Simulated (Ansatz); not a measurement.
The system is MnS.

```
Mn S
1.0
     0.00000    2.60450    2.60450
     2.60450    0.00000    2.60450
     2.60450    2.60450    0.00000
Mn S
1 1
Direct
  0.00000 0.00000 0.00000
  0.50000 0.50000 0.50000
```

Base run:

| Property | Result |
| --- | --- |
| Program | Ansatz 0.2.0 |
| Functional | HSE06 |
| Potentials or basis | Ansatz PAW |
| Cutoff | 420 eV (not typed: the program's choice for these potentials) |
| k mesh | 5 × 5 × 5 |
| Occupations | fermi-dirac, width 0.05 eV |
| Spin | collinear spin, ferromagnetic start |
| Starting moments | [4.0, 0.0] μB |

Its results: band gap on the k mesh 1.18 eV, indirect (least direct gap 3.39 eV); pressure 1.9 GPa; net moment 5.00 μB per cell; site moments Mn +4.51; S +0.15 μB.

Problem. The run is repeated on the same cell with these changes: functional from HSE06 to HSE06 form with a typed share of exact exchange; share of exact exchange from 0.25 to 0.5. What comes out?

Solution. Band gap on the k mesh 2.95 eV, indirect (least direct gap 5.47 eV); pressure 2.3 GPa; net moment 5.00 μB per cell; site moments Mn +4.60; S +0.12 μB.

Caveats: the magnetic or orbital state may not be the lowest; odd divisions of the mesh miss points on the zone boundary, where band edges often lie, so the gap on the mesh can be too wide; a cell with one magnetic atom can't hold antiferromagnetic order, which such compounds often take; the PAW data sets come from PBE, with cores solved anew for the run's functional, which leaves a small shift of forces and pressure; the thresholds are loose for stress.

A k mesh can miss the band edges.
